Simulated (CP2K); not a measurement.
## Sb: single point with LDA

Sb:

```
Sb
1.0
     3.35344    0.00000    0.00000
     1.67672    2.90417    0.00000
     1.67672    0.96806    2.73808
Sb
1
Direct
  0.00000 0.00000 0.00000
```

This isn't the form of Sb at room conditions, which is rhombohedral.

```yaml
Program: CP2K 2026.2
Task: single point
Functional: LDA
Potentials_or_basis: GTH_POTENTIALS Sb GTH-PADE-q5; TZVP-MOLOPT-PBE-GTH basis
Density_cutoff: 6123 eV
k_mesh: 7 × 7 × 7
Occupations: fermi-dirac, width 0.1 eV
Spin: no spin polarisation
```

```yaml
Pressure: -1.4 GPa
Band_gap_on_the_k_mesh: none (metal or under the smearing width)
```

Levels at points of the mesh, in eV from the Fermi level:
```tsv
k point	band 1	band 2	band 3	band 4	band 5	band 6
(0.00, 0.00, 0.00)	-12.85	5.64	5.64	5.64	11.57	11.57
```

It took 13 s on 1 thread of Arm Neoverse N1, with other jobs on the host, peak memory 0.21 GiB.

Caveat: the basis of atomic orbitals isn't converged, which shifts pressures, moduli and gaps. The run has no spin-orbit coupling, so splittings on Sb are missing.
